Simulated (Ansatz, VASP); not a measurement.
## Al in VASP and in Ansatz

```
CELL_PARAMETERS angstrom
2.83108 0.00000 0.00000
-1.41554 2.45179 0.00000
0.00000 0.00000 4.89908
ATOMIC_POSITIONS crystal
Al 0.33333 0.66667 0.25000
Al 0.66667 0.33333 0.75000
```

This isn't the form of Al at room conditions, which is fcc.

Alike in both runs: task single point; functional r2SCAN; k mesh 11 × 11 × 6; occupations fermi-dirac, width 0.05 eV; no spin polarisation.

```csv
,VASP,Ansatz
version,VASP 6.6.1,Ansatz 0.2.0
potentials or method,"VASP PAW PBE potentials, release 64 (Al)",Ansatz PAW
plane-wave cutoff (eV),520,500
valence electrons in the cell,6,6
```

```csv
,VASP,Ansatz,Ansatz less VASP
gap on the k mesh at the Fermi level (eV),none,none,-
pressure (GPa),-4.5,-4.3,+0.27
largest component of the traceless stress (GPa),3.33,3.35,+0.021
```

A gap of «none» marks a metal or a gap that the smearing closes.

Caveats: the PAW data sets were made with another functional, which shifts forces and pressure a little (VASP); the PAW data sets come from PBE, with cores solved anew for the run's functional, which leaves a small shift of forces and pressure (Ansatz).
